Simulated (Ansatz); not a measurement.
**Deforming Si**

```
CELL_PARAMETERS angstrom
-2.37137 2.37137 1.32927
2.37137 -2.37137 1.32927
2.37137 2.37137 -1.32927
ATOMIC_POSITIONS crystal
Si 0.25000 0.75000 0.50000
Si 0.50000 0.50000 0.00000
```

Atoms are numbered in the order listed.

Structure from Materials Project entry mp-92 (possibly hypothetical), not relaxed further.

Method: DFT, r2SCAN, PAW with Ansatz's default frozen-core files, scalar-relativistic in Ansatz 0.2.0.

The runs use a Γ-centred 16×16×16 k mesh, Fermi–Dirac smearing of 0.08 eV, cutoff 500 eV, no spin polarisation; the PAW files were made with PBE, and the program remakes their frozen cores for this functional.

The unchanged cell is at 2.55 GPa, so energy changes include a term −P ΔV where the volume moves.

In a metal, stresses and small energies carry noise from the k mesh.

x, y and z are the Cartesian axes of the cell as listed; fractional coordinates follow a strain, and an engineering shear is twice the off-diagonal strain component.

Task: One change gave: energy change +2.6 meV/atom; stress change (xx, yy, zz, yz, xz, xy) 0.08, 0.08, -0.12, 1.09, 1.09, 1.65 GPa, compression positive; change of the force on Si2 (0.032, -0.032, 0.000) eV/Å. Which change was it?
A. atom 2 (Si) moved by (0.0289, 0.0289, 0.0289) Å
B. x and y strained by +1.5 %, z held
C. equal xy, yz and zx engineering shear strains of -1.5 %

Result: C. For x and y strained by +1.5 %, z held: energy change -2.0 meV/atom; stress change (xx, yy, zz, yz, xz, xy) -3.98, -3.98, -2.80, 0.00, 0.00, 0.00 GPa, compression positive. For atom 2 (Si) moved by (0.0289, 0.0289, 0.0289) Å: energy change +2.6 meV/atom; stress change (xx, yy, zz, yz, xz, xy) -0.49, 0.80, 0.00, 0.28, -0.25, 0.00 GPa, compression positive; change of the force on Si2 (-0.153, -0.180, -0.024) eV/Å.

Task: What force constant does this one finite step give for Si2 along its displacement (all its periodic images move with it)?

Result: k = −ΔF·u/|u|² = 4.12 eV/Å², so the force pulls the atom back.
